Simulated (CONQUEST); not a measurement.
Here is a CONQUEST 1.3 calculation.

Conquest_input

```
IO.Title GaP
IO.Coordinates coords.dat
IO.FractionalAtomicCoords T
IO.Iprint 2
IO.Iprint_init 1
General.NumberOfSpecies 2
General.PseudopotentialType hamann
General.DistanceUnits A
AtomMove.TypeOfRun static
AtomMove.FullStress T
Grid.GridCutoff 120
DM.SolutionMethod diagon
Diag.MPMesh T
Diag.GammaCentred T
Diag.MPMeshX 5
Diag.MPMeshY 5
Diag.MPMeshZ 3
Diag.kT 0.00183747
minE.SCTolerance 1e-6
SC.MaxIters 100
IO.AtomChargeOutput T
IO.DumpChargeDensity T
IO.DumpTotPot T
%block ChemicalSpeciesLabel
1 69.720 Ga
2 30.970 P
%endblock
```

Contents of coords.dat:

```
    3.8540855110     0.0000000000     0.0000000000
    0.0000000000     3.8540855110     0.0000000000
    0.0000000000     0.0000000000     5.4505000000
4
  0.0000000000   0.0000000000   0.0000000000 1 T T T
  0.5000000000   0.5000000000   0.5000000000 1 T T T
  0.0000000000   0.5000000000   0.2500000000 2 T T T
  0.5000000000   0.0000000000   0.7500000000 2 T T T
```

Potentials or basis: PseudoDojo NC LDA, DZ, grid cutoff 120 Ha.

Launch:

```bash
$ Conquest
```

(1) What does it give for the pressure?

(2) What does it give for the band gap on the k mesh?

(3) What does it give for the Mulliken charges?

Results:

(1) -0.3 GPa.

(2) 1.61 eV.

(3) Ga +0.62; P -0.62 e.

Caveat: the log labels positions in bohr as Å; the atomic basis is small; an odd mesh through Γ misses points on the zone boundary, where band edges often lie; the basis of atomic orbitals isn't converged, which shifts pressures, moduli and gaps; the real-space grid breaks the cell's symmetry a little.
